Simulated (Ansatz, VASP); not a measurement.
CuI3: VASP beside Ansatz

File INCAR:

```
SYSTEM = CuI3
ALGO = Normal
EDIFF = 1E-7
EDIFFG = -0.01
ENCUT = 600
GGA = PE
IBRION = 2
ISIF = 3
ISMEAR = 0
LASPH = .True.
LCHARG = .False.
LREAL = .False.
LWAVE = .False.
NELM = 100
NSW = 100
PREC = Accurate
SIGMA = 0.1
```

Contents of KPOINTS:

```
k-points
0
Gamma
  10 10 10
  0 0 0
```

Contents of POSCAR:

```
CuI3
1.0
    5.0723736437      0.0000000000      0.0000000000
    0.0000000000      5.0723736437      0.0000000000
    0.0000000000      0.0000000000      5.0723736437
Cu I
1 3
Direct
    0.0000000000      0.0000000000      0.0000000000
    0.0000000000      0.5000000000      0.5000000000
    0.5000000000      0.0000000000      0.5000000000
    0.5000000000      0.5000000000      0.0000000000
```

Input for Ansatz:

```yaml
crystal:
  lattice:
    - [5.0723736437, 0.0, 0.0]
    - [0.0, 5.0723736437, 0.0]
    - [0.0, 0.0, 5.0723736437]
  atoms:
    - { symbol: Cu, position: [0.0, 0.0, 0.0] }
    - { symbol: I, position: [0.0, 0.5, 0.5] }
    - { symbol: I, position: [0.5, 0.0, 0.5] }
    - { symbol: I, position: [0.5, 0.5, 0.0] }
basis:
  ecutwfc: 420
kpoints:
  mp_grid: { grid: [10, 10, 10] }
hamiltonian:
  xc: pbe
scf:
  occupations: { method: gaussian, width: 0.1 }
output:
  forces: true
  stress: true
  eigenvalues: true
relax:
  adjacent_minimum: "off"
  f_tol: 0.01
  max_steps: 80
  cell: { stress_tol: 0.05 }
```

Change from the starting cell: species swapped into the MnNi3 type (Pm-3m, No. 221).

Alike in both runs: task relaxation of cell and atoms; functional PBE; k mesh 10 × 10 × 10; occupations gaussian, width 0.1 eV; no spin polarisation.

```csv
,VASP,Ansatz
version,VASP 6.6.1,Ansatz 0.2.0
potentials or method,"VASP PAW PBE potentials, release 64 (Cu, I)","scalar-relativistic, plane waves, PAW"
plane-wave cutoff (eV),600,420
valence electrons in the cell,32,70
```

|  | VASP | Ansatz | Ansatz less VASP |
| --- | --- | --- | --- |
| gap on the k mesh at the Fermi level, each at its own relaxed structure (eV) | none | none | - |
| relaxed volume (Å³/atom) | 32.63 | 32.63 | 0.000 |
| relaxed cell length with the largest relative difference (Å) | 5.072 | 5.072 | 0.0000 |

A gap of «none» marks a metal or a gap that the smearing closes. The two sets of potentials don't hold the same shells in valence.

Caveats: the relaxation stopped at its first step, so nothing moved; the run has no spin polarisation, though such a crystal can be magnetic; semilocal functionals often make such compounds metallic where correlation or magnetic order opens a gap, which also shifts bond lengths. The runs have no spin-orbit coupling, so splittings on I are missing.
